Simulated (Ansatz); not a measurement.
Runs of Ansatz 0.2.0 on Cu2O (Cuprite). The structure is cubic, space group Pn-3m (No. 224). The conventional cell has a = 4.260 Å, b = 4.260 Å, c = 4.260 Å, α = 90.00°, β = 90.00°, γ = 90.00°. Around Cu (site symmetry -3m) lie 2 O at 1.84 Å. O (site symmetry -43m) is surrounded by 4 Cu at 1.84 Å. 

```tsv
level	gap on the mesh (eV)	pressure (GPa)
RPBE	0.54	7.6
revPBE	0.54	6.4
BLYP	(b)	8.5
PBE	0.53	(a)
```

Alike in all rows: task projected density of states; potentials or basis Ansatz PAW; no spin polarisation; cell as given; k mesh 6 × 6 × 6; cutoff (eV) 420; smearing fermi-dirac 0.05 eV.

Problem. Estimate the missing entries.

Solution. (a) 3.2; (b) 0.66.

Caveats: the density of states is complete only up to the lowest level of the last band computed; the PAW data sets come from PBE, with cores solved anew for the run's functional, which leaves a small shift of forces and pressure (some runs).

A k mesh can miss the band edges.
